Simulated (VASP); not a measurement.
Write the native input for VASP 6.6.1 that does the following.

```
Task                   : relaxation of cell and atoms
Functional             : PBE
Potentials or basis    : VASP PAW PBE potentials, release 64 (In_d, Pd)
Cutoff                 : 600 eV
k mesh                 : 8 × 8 × 8
Occupations            : fermi-dirac, width 0.05 eV
Spin                   : no spin polarisation
Target pressure        : 10 GPa
Further INCAR settings : ALGO = Fast; EDIFF = 1e-06; IBRION = 2; EDIFFG = -0.005; NSW = 40; ISIF = 3
Target pressure        : 10 GPa
```

The structure of InPd lies in POSCAR:

```
InPd
1.0
    0.0000000000      2.7460700000      2.7460700000
    2.7460700000      0.0000000000      2.7460700000
    2.7460700000      2.7460700000      0.0000000000
In Pd
1 1
Direct
    0.0000000000      0.0000000000      0.0000000000
    0.5000000000      0.5000000000      0.5000000000
```

The cell was built by a generator and needn't be a form met in nature.

One way to write it, as run:

INCAR

```
SYSTEM = InPd
  ALGO = Fast
  EDIFF = 1E-6
  EDIFFG = -0.005
  ENCUT = 600
  GGA = PE
  IBRION = 2
  ISIF = 3
  ISMEAR = -1
  LASPH = .TRUE.
  LCHARG = .FALSE.
  LREAL = .FALSE.
  LWAVE = .FALSE.
  NELM = 100
  NSW = 40
  PREC = Accurate
  PSTRESS = 100
  SIGMA = 0.05
```

KPOINTS

```
k-points
0
G
  8 8 8
  0 0 0
```

Potentials or basis: VASP PAW PBE potentials, release 64 (In_d, Pd).

The run is started by

```bash
$ cat potpaw_PBE.64/In_d/POTCAR potpaw_PBE.64/Pd/POTCAR > POTCAR
$ mpirun -np 1 vasp_std > vasp.out
```

Results of the run:

- Relaxed volume: 18.94 Å³/atom
- Relaxed cell: a = 3.770 Å, b = 3.770 Å, c = 3.770 Å, α = 60.00°, β = 60.00°, γ = 60.00°
- Space group after relaxing (to 0.05 Å): Fm-3m (No. 225)
- Energy change on relaxing (the enthalpy is what falls): +51.6 meV/atom
- Ionic steps: 6
- Pressure after relaxing: 10.0 GPa
- Band gap on the k mesh: none (metal or under the smearing width)

Caveat: the cell is relaxed towards a set pressure, so the enthalpy falls and the energy may rise.

Run time: 58 s on 1 thread of AMD EPYC 9R45 96-Core Processor (Zen 5), on a shared host, peak memory 0.16 GiB.
